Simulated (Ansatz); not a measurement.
# PtS2 (P-3m1) in Ansatz: a series of runs

Aim: see how the results for PtS2 move with the level of theory and the settings. Levels: r2SCAN0, r2SCAN0 form with a typed share of exact exchange. Tasks: single point.

Program: Ansatz 0.2.0. These are calculated values, not measurements. Logs are shortened: lines on timing, memory, paths and dates and some standing lists are left out, and cuts for length are marked.

## (1) The structure

The structure is trigonal, space group P-3m1 (No. 164). The conventional cell has a = 3.543 Å, b = 3.543 Å, c = 5.039 Å, α = 90.00°, β = 90.00°, γ = 120.00°. Pt (site symmetry -3m) is surrounded by 6 S at 2.34 Å. Around S (site symmetry 3m) lie 3 Pt at 2.34 Å.

## (2) Single point, r2SCAN0

input.yaml

```yaml
crystal:
  lattice:
    - [3.5432, 0.0, 0.0]
    - [-1.7716, 3.0685012107, 0.0]
    - [0.0, 0.0, 5.0388]
  atoms:
    - { symbol: Pt, position: [0.0, 0.0, 0.0] }
    - { symbol: S, position: [0.6666666667, 0.3333333333, 0.773] }
    - { symbol: S, position: [0.3333333333, 0.6666666667, 0.227] }
hamiltonian:
  xc: { exchange: r2scan, correlation: r2scan, exx: { coeff: 0.25 } }
  pseudopotentials: { kind: paw }
kpoints:
  mp_grid: { grid: [5, 5, 3] }
scf:
  occupations: { method: fermi_dirac, width: 0.05 }
output:
  forces: true
  stress: true
  eigenvalues: true
```

Potentials or basis: Ansatz PAW.

Started as:

```bash
ansatz run input.yaml --threads 2 --pin off --max-ram 5632MiB --backend cpu --events-out ev --progress --plain --runs-dir out
```

Output:

```text
Warning: output.stress: scf.convergence.dr2_threshold = 1e-7 eV (the SCF's general default) is looser than the 3e-10 eV advised for a printed stress (1e-10 eV for each atom of the cell: 3). What an SCF threshold leaves in a stress goes as its square root, and in the free energy as the threshold itself, and one threshold admits the most on a small cell: of the crystals measured, under no hybrid functional and no lock of the moments, on runs that ended without the residual-converged pass, on stresses that held no estimate of that error, the worst erred by over 100 MPa in a component at 1e-7 eV an atom and by under 5 at 1e-10. Set scf.convergence.dr2_threshold to 3e-10 eV or tighter. The threshold is an SCF's pass mark: one that does not reach it within its budget of iterations ends unconverged, or closes short of it on a stop that the run arms, and scf.convergence.dr2_threshold's page says what that costs each kind of run
Warning: output.stress: scf.exx.energy_threshold = 1e-6 eV is looser than the 3e-8 eV advised for a stress under a hybrid functional (1e-8 eV for each atom of the cell: 3). Every SCF of the exchange loop can meet its threshold on dr2 while the loop round them stops early: no threshold on dr2 bounds what that leaves in the stress. Set scf.exx.energy_threshold to 3e-8 eV or tighter. The threshold is the loop's pass mark: a loop that does not reach it within its budget of cycles ends unconverged, and scf.exx.energy_threshold's page has the law
Warning: RAYON_NUM_THREADS=2 ignored (pool sized by the plan → 2); use --threads N
Engine: ansatz 0.2.0, aarch64-unknown-linux-gnu
Pseudopotentials: kind: paw
Pseudopotential: Pt, paw, valence charge 18, recommended cutoff 500 eV (meta_gga), Pt.paw.azcp
Pseudopotential: S, paw, valence charge 6, recommended cutoff 500 eV (meta_gga), S.paw.azcp
Functional definition: unnamed
  parameter a_1 = 0.25
  exchange = (1 - a_1)*r2scan_x + a_1*exact_x
  correlation = r2scan_c
Crystal: 3 atoms, lattice volume = 54.783 Å³
Basis set: ecut = 500 eV, 1411 PW (Γ), exchange–correlation on 108×108×160 points (64 copies of the dense FFT grid, shifted against one another)
Bands: 19, of which v1, the nominal top of the filled ones, is band 15 counted from 1 (14 counted from 0)
Symmetry: 12 space group operations
Space group: P-3m1 (ITA 164), of the structure as read, at distance tolerance 3.8e-5 Å
k-points: 12 of 75
Non-local potential: Pt, projectors of the file, l = 0: 3, l = 1: 2, l = 2: 2, l = 3: 1
Non-local potential: S, projectors of the file, l = 0: 2, l = 1: 2, l = 2: 2
PAW form: soft (Blöchl's): semilocal exchange-correlation on the pseudo side does not see the compensation charge
PAW frozen core: Pt, regenerated for the run's functional, and the local potential with it (the file was generated under x = pbe(κ = 0.804, μ = 0.2195149727645171), c = pbe(β = 0.06672455060314922))
PAW frozen core: S, regenerated for the run's functional, and the local potential with it (the file was generated under x = pbe(κ = 0.804, μ = 0.2195149727645171), c = pbe(β = 0.06672455060314922))
PAW one-centre angular grid: Pt, 590 points (default); XC on 160 Gauss nodes
PAW one-centre angular grid: S, 302 points (default); XC on 160 Gauss nodes
Initial density: superposition of atomic densities (neutral atoms: chi_scale 0, normalization atom), corrected by the library's trained network
Initial wavefunctions: pseudopotential atomic-orbital guess
Functional: x = r2scan, c = r2scan; τ floored in thin density (d = 2e-4 eV/Å³), warm-up for x = 0.75 r2scan + 0.25 exact, c = r2scan; τ floored in thin density (d = 2e-4 eV/Å³)
SCF iter   1: F=—  HF=-14349.600369 eV  |F-HF|=—  |Δ(HF+E_count)|=         —  Δρ=7.62e-3  dr2=2.31e-2  dr2_τ=8.72e-2  ethr=1.77e-3  ⟨swp⟩=9.3  Hψ=1015  notcnv=0
preconditioner: auto → none  [insulator: Δε(μ)=1.434 eV  Ē_g=10.537 eV  σ=0.050 eV  W_gap=1.00  n_scr=20 (ndim 8)  ℏωp=23.5 eV  f_vac=0.021  D(μ)=0.00/eV (n_scr^D=0)]
SCF iter   2: F=—  HF=-14349.644952 eV  |F-HF|=—  |Δ(HF+E_count)|=   4.46e-2  Δρ=6.92e-3  dr2=2.74e-2  dr2_τ=3.69e-3  ethr=7.69e-5  ⟨swp⟩=4.2  Hψ=669  notcnv=0  defer=3
iter 3 solved again at ethr=7.21e-6 eV; its pass at ethr=7.69e-5 eV (dr2=2.16e-3 eV) is discarded
SCF iter   3: F=—  HF=-14349.640711 eV  |F-HF|=—  |Δ(HF+E_count)|=   4.24e-3  Δρ=3.01e-3  dr2=2.17e-3  dr2_τ=2.65e-4  ethr=7.21e-6  ⟨swp⟩=2.1  Hψ=955  notcnv=0  defer=1
SCF iter   4: F=-14349.641179 eV  HF=-14349.641175 eV  |F-HF|=4.71e-6  |Δ(HF+E_count)|=   4.64e-4  Δρ=5.37e-4  dr2=6.57e-5  dr2_τ=1.36e-5  ethr=7.21e-6  ⟨swp⟩=2.1  Hψ=410  notcnv=0  defer=1
SCF 1 stopped early in 4 iterations: F = -14349.641179 eV  dr2 = 6.57e-5
Initial density: handed on by an earlier stage of this run
Initial wavefunctions: those handed on with the density
Functional: x = 0.75 r2scan + 0.25 exact, c = r2scan; τ floored in thin density (d = 2e-4 eV/Å³)
Frozen-core exchange: fock
SCF iter   1: F=—  HF=-14345.667338 eV  |F-HF|=—  |Δ(HF+E_count)|=         —  Δρ=5.87e-3  dr2=7.32e-3  dr2_τ=1.66e-3  ethr=2.19e-6  ⟨swp⟩=6.8  Hψ=1048  notcnv=0
preconditioner: auto → none  [insulator: Δε(μ)=2.617 eV  Ē_g=12.674 eV  σ=0.050 eV  W_gap=1.00  n_scr=20 (ndim 8)  ℏωp=23.5 eV  f_vac=0.022  D(μ)=0.00/eV (n_scr^D=0)]
SCF iter   2: F=—  HF=-14345.664815 eV  |F-HF|=—  |Δ(HF+E_count)|=   2.52e-3  Δρ=1.51e-3  dr2=2.81e-3  dr2_τ=9.83e-5  ethr=2.19e-6  ⟨swp⟩=3.0  Hψ=588  notcnv=0
SCF iter   3: F=—  HF=-14345.678544 eV  |F-HF|=—  |Δ(HF+E_count)|=   1.37e-2  Δρ=1.85e-3  dr2=7.63e-4  dr2_τ=9.09e-5  ethr=2.19e-6  ⟨swp⟩=4.0  Hψ=698  notcnv=0
SCF iter   4: F=—  HF=-14345.678406 eV  |F-HF|=—  |Δ(HF+E_count)|=   1.38e-4  Δρ=4.30e-4  dr2=2.39e-4  dr2_τ=7.01e-6  ethr=2.17e-6  ⟨swp⟩=2.0  Hψ=410  notcnv=0
SCF iter   5: F=—  HF=-14345.679208 eV  |F-HF|=—  |Δ(HF+E_count)|=   8.02e-4  Δρ=4.92e-4  dr2=1.14e-4  dr2_τ=7.63e-6  ethr=2.12e-7  ⟨swp⟩=4.0  Hψ=649  notcnv=0
SCF iter   6: F=—  HF=-14345.679184 eV  |F-HF|=—  |Δ(HF+E_count)|=   2.34e-5  Δρ=5.45e-5  dr2=1.04e-5  dr2_τ=1.41e-7  ethr=2.12e-7  ⟨swp⟩=3.0  Hψ=513  notcnv=0
SCF iter   7: F=-14345.679234 eV  HF=-14345.679235 eV  |F-HF|=1.08e-6  |Δ(HF+E_count)|=   5.04e-5  Δρ=9.85e-5  dr2=2.64e-6  dr2_τ=1.95e-7  ethr=4.48e-9  ⟨swp⟩=4.2  Hψ=762  notcnv=0
SCF 2 stopped early in 7 iterations: F = -14345.679234 eV  dr2 = 2.64e-6
  Residual-converged pass: ⟨swp⟩=3.0  Hψ=552  notcnv=0  max |occ|·‖R‖ = 5.9e-6 eV (tolerance 6.7e-6 eV)  dr2=2.64e-6  dr2_τ=1.95e-7  dr2_onsite=8.45e-8  max |Δocc| = 3.2e-19
hybrid outer 1: dexx = +1.825e-2 eV, tail = 2.91e-5 eV
Frozen-core exchange: fock
SCF iter   1: F=—  HF=-14345.679297 eV  |F-HF|=—  |Δ(HF+E_count)|=         —  Δρ=7.40e-5  dr2=1.10e-6  dr2_τ=3.81e-7  ethr=4.86e-7  ⟨swp⟩=3.9  Hψ=544  notcnv=0
preconditioner: auto → none  [insulator: Δε(μ)=2.687 eV  Ē_g=12.703 eV  σ=0.050 eV  W_gap=1.00  n_scr=20 (ndim 8)  ℏωp=23.5 eV  f_vac=0.022  D(μ)=0.00/eV (n_scr^D=0)]
SCF iter   2: F=—  HF=-14345.679297 eV  |F-HF|=—  |Δ(HF+E_count)|=   1.40e-7  Δρ=2.14e-5  dr2=1.11e-7  dr2_τ=2.10e-8  ethr=3.37e-9  ⟨swp⟩=3.0  Hψ=521  notcnv=0
SCF iter   3: F=—  HF=-14345.679298 eV  |F-HF|=—  |Δ(HF+E_count)|=   3.04e-7  Δρ=4.16e-6  dr2=7.53e-9  dr2_τ=1.25e-9  ethr=1.18e-10  ⟨swp⟩=3.9  Hψ=662  notcnv=0  defer=1
SCF iter   4: F=-14345.679298 eV  HF=-14345.679298 eV  |F-HF|=1.28e-9  |Δ(HF+E_count)|=   1.15e-8  Δρ=2.08e-6  dr2=1.85e-9  dr2_τ=1.04e-10  ethr=1.38e-11  ⟨swp⟩=3.8  Hψ=564  notcnv=0  defer=2
SCF 3 converged in 4 iterations: F = -14345.679298 eV  dr2 = 1.85e-9
  Residual-converged pass: ⟨swp⟩=3.0  Hψ=537  notcnv=0  max |occ|·‖R‖ = 4.9e-7 eV (tolerance 5.4e-7 eV)  dr2=1.85e-9  dr2_τ=1.04e-10  dr2_onsite=6.31e-11  max |Δocc| = 3.9e-21
hybrid outer 2: dexx = +5.849e-7 eV, tail = 2.21e-8 eV, Δε = 1.64e-3 eV (about 4.95e-5 eV left of the loop's levels), ΔF = 3.40e-3 eV/Å (tail 6.37e-4)
hybrid SCF converged: 2 outer / 11 inner (+4 warm-up), last move |dexx| = 5.85e-7 eV, tail = 2.21e-8 eV
Stability not checked: this state was not tested for a lower state beside it, because the functional holds exact exchange (a hybrid, or Hartree-Fock), whose exchange loop this test does not read (fock_operator; see scf.lower_state_search)
Free energy (F): -14345.679298 eV
Frozen-core exchange: fock
Harris-Foulkes:  -14345.679298 eV  (|F-HF|=1.28e-9)
Internal energy: -14345.679298 eV  (E = F + TS)
E sigma→0 (E₀):  -14345.679298 eV
Fermi energy:    11.282845 eV
--- Per-component energies (eV) ---
  E_band       = -407.482938
  E_kinetic    = 853.043837
  E_local      = -3137.283632  (includes V_loc(G=0)·N_el)
  E_nonlocal   = 256.550022
  E_hartree    = 1242.981542
  E_xc         = -336.837377
  E_vxc        = -403.640472  (∫ρ·V_xc dr)
  E_exx        = -99.006521  (= α·E_x^exact, valence–valence)
  E_paw        = -10692.405028  (= ΣΔE_a)
  E_vpaw       = -284.931894  (= ΣTr[D̂ρ^β])
  E_aug_tail   = 0.000151  (compensation charges beyond the density's cutoff)
  E_vtau       = 20.826841  (kinetic-family band-sum trace: ∫τ·v_τ [+ j·A + Jᵃ·Aᵃ] dr)
  E_ewald      = -2430.204375
  E_core_change = -2.517918  (= ΣΔE_core)
  E_smearing   = -0.000000  (= −TS)
  E_closure    = 0.000000  (closes the sum)
  Σ components = -14345.679298   (vs F -14345.679298, Δ=-1.82e-12)
--- Forces (eV/Å), atoms counted from 1 ---
  atom   1  Pt    -0.00000000     0.00000000     0.00000000
  atom   2  S      0.00000000    -0.00000000    -0.89693838
  atom   3  S     -0.00000000     0.00000000     0.89693838
  max |Σ_I F_I| component: 1.85e-17 eV/Å
--- Stress (GPa, compression-positive) ---
        4.791100       0.000000       0.000000
        0.000000       4.791100       0.000000
        0.000000       0.000000       7.400310
  P = ⅓ Tr σ = 5.6608 GPa (56.608 kbar)
--- Band table (eV; the first three rows and the last of 12) ---
  k-point 0: bands = ["-95.5702", "-48.0552", "-48.0552", "-47.8769", "-7.6340", "-3.9743", "1.9078", "1.9684", "1.9684", "4.9854", "4.9854", "7.5254", "8.7774", "8.7774", "10.0001", "14.0275", "14.0275", "16.5483", "17.8862"]
  k-point 1: bands = ["-95.5702", "-48.0553", "-48.0553", "-47.8769", "-7.4053", "-4.5725", "1.9859", "1.9859", "2.8624", "4.9649", "4.9649", "7.3669", "8.6252", "8.6252", "9.0129", "14.4515", "14.4515", "17.0530", "19.1785"]
  k-point 2: bands = ["-95.5701", "-48.0634", "-48.0569", "-47.8747", "-7.0483", "-4.3337", "2.2808", "2.3737", "2.5743", "4.3456", "4.6876", "6.5290", "8.1839", "8.4577", "9.7292", "12.9695", "13.8995", "17.6917", "19.4282"]
  k-point 11: bands = ["-95.5698", "-48.0762", "-48.0652", "-47.8702", "-5.2550", "-4.9825", "1.6450", "2.6448", "3.5658", "4.5002", "4.9212", "5.5891", "6.0588", "7.3478", "8.0355", "13.2265", "13.9704", "18.2117", "19.3049"]
```

Wall time 21 s (2 threads of Arm Neoverse V1, shared host); peak memory 1 GiB.

Results:

| Item | Value |
| --- | --- |
| Free energy | -14345.6793 eV |
| Pressure | 5.7 GPa |
| Largest force | 0.897 eV/Å |
| Band gap on the k mesh | 2.69 eV, indirect (least direct gap 2.98 eV) |

Forces on the atoms (eV/Å):
```
Pt   0.000  0.000  0.000
S    0.000  0.000 -0.897
S    0.000  0.000  0.897
```

Caveat: odd divisions of the mesh miss points on the zone boundary, where band edges often lie, so the gap on the mesh can be too wide; spin-orbit coupling is left out, which moves the levels of the heavy elements; the PAW data sets come from PBE, with cores solved anew for the run's functional, which leaves a small shift of forces and pressure; the thresholds are loose for stress.

## (3) Single point, r2SCAN0 form with a typed share of exact exchange

input.yaml, as its differences from that of step 2:

```diff
@@ -10,3 +10,3 @@
 hamiltonian:
-  xc: { exchange: r2scan, correlation: r2scan, exx: { coeff: 0.25 } }
+  xc: { exchange: r2scan, correlation: r2scan, exx: { coeff: 0.35 } }
   pseudopotentials: { kind: paw }
```

Potentials or basis: Ansatz PAW.

Started as:

```bash
ansatz run input.yaml --threads 2 --pin off --max-ram 5632MiB --backend cpu --events-out ev --progress --plain --runs-dir out
```

Run time: 26 s. Hardware: 2 threads of Arm Neoverse V1, shared host; peak memory 1.1 GiB.

The run converged. Its results:

| Property | Result |
| --- | --- |
| Free energy | -14344.1386 eV |
| Pressure | 4.3 GPa |
| Largest force | 0.768 eV/Å |
| Band gap on the k mesh | 3.19 eV, indirect (least direct gap 3.56 eV) |

Forces on the atoms (eV/Å):
```
Pt   0.000  0.000  0.000
S    0.000  0.000 -0.768
S    0.000  0.000  0.768
```

Stress tensor (GPa, compression positive):
```
3.05 0.00 0.00
0.00 3.05 0.00
0.00 0.00 6.69
```

Levels at points of the mesh, in eV from the valence-band top:
```
           k point  band 13  band 14  band 15  band 16  band 17  band 18
(0.00, 0.00, 0.00)    -1.26    -1.26     0.00     4.58     4.58     7.06
```

Caveat: odd divisions of the mesh miss points on the zone boundary, where band edges often lie, so the gap on the mesh can be too wide; spin-orbit coupling is left out, which moves the levels of the heavy elements; the PAW data sets come from PBE, with cores solved anew for the run's functional, which leaves a small shift of forces and pressure; the thresholds are loose for stress. A k mesh can miss the band edges.

## (4) Single point, r2SCAN0 form with a typed share of exact exchange

input.yaml, as its differences from that of step 3:

```diff
@@ -10,3 +10,3 @@
 hamiltonian:
-  xc: { exchange: r2scan, correlation: r2scan, exx: { coeff: 0.35 } }
+  xc: { exchange: r2scan, correlation: r2scan, exx: { coeff: 0.5 } }
   pseudopotentials: { kind: paw }
```

Started as:

```bash
ansatz run input.yaml --threads 2 --pin off --max-ram 5632MiB --backend cpu --events-out ev --progress --plain --runs-dir out
```

Wall time 27 s (2 threads of Arm Neoverse V1, shared host); peak memory 1.1 GiB.

Results (log left out):

| Property | Result |
| --- | --- |
| Free energy | -14341.8705 eV |
| Pressure | 2.2 GPa |
| Largest force | 0.580 eV/Å |
| Band gap on the k mesh | 3.98 eV, indirect (least direct gap 4.47 eV) |

Forces in eV/Å, atoms in the order of the input:
```
Pt   0.000  0.000  0.000
S    0.000  0.000 -0.580
S    0.000  0.000  0.580
```

Stress tensor (GPa, compression positive):
```
0.49 0.00 0.00
0.00 0.49 0.00
0.00 0.00 5.62
```

Levels at points of the mesh, in eV from the valence-band top:
```csv
k point,band 12,band 13,band 14,band 15,band 16,band 17,band 18,band 19
"(0.00, 0.00, 0.00)",-3.16,-1.31,-1.31,0.00,5.43,5.43,7.85,9.34
```

Caveat: odd divisions of the mesh miss points on the zone boundary, where band edges often lie, so the gap on the mesh can be too wide; spin-orbit coupling is left out, which moves the levels of the heavy elements; the PAW data sets come from PBE, with cores solved anew for the run's functional, which leaves a small shift of forces and pressure; the thresholds are loose for stress. A k mesh can miss the band edges.

## (5) Overview

```csv
level,share of exact exchange,gap on the mesh (eV),pressure (GPa),largest force (eV/Å)
r2SCAN0,0.25,2.69,5.7,0.90
r2SCAN0 form with a typed share of exact exchange,0.35,3.19,4.3,0.77
r2SCAN0 form with a typed share of exact exchange,0.5,3.98,2.2,0.58
```

Alike in all rows: task single point; potentials or basis Ansatz PAW; no spin polarisation; cell as given; k mesh 5 × 5 × 3; cutoff (eV) 500; smearing fermi-dirac 0.05 eV.

On the cell as given the gap runs from 2.69 eV (r2SCAN0) to 3.98 eV (r2SCAN0 form with a typed share of exact exchange). The pressure there spans 2.2 GPa (r2SCAN0 form with a typed share of exact exchange) to 5.7 GPa (r2SCAN0); a positive pressure means that this level wants a larger cell, a negative one a smaller.

Caveats: odd divisions of the mesh miss points on the zone boundary, where band edges often lie, so the gap on the mesh can be too wide; spin-orbit coupling is left out, which moves the levels of the heavy elements; the PAW data sets come from PBE, with cores solved anew for the run's functional, which leaves a small shift of forces and pressure; the thresholds are loose for stress.

Total energies depend on the potentials used, so only differences within one code and one set of settings carry meaning.
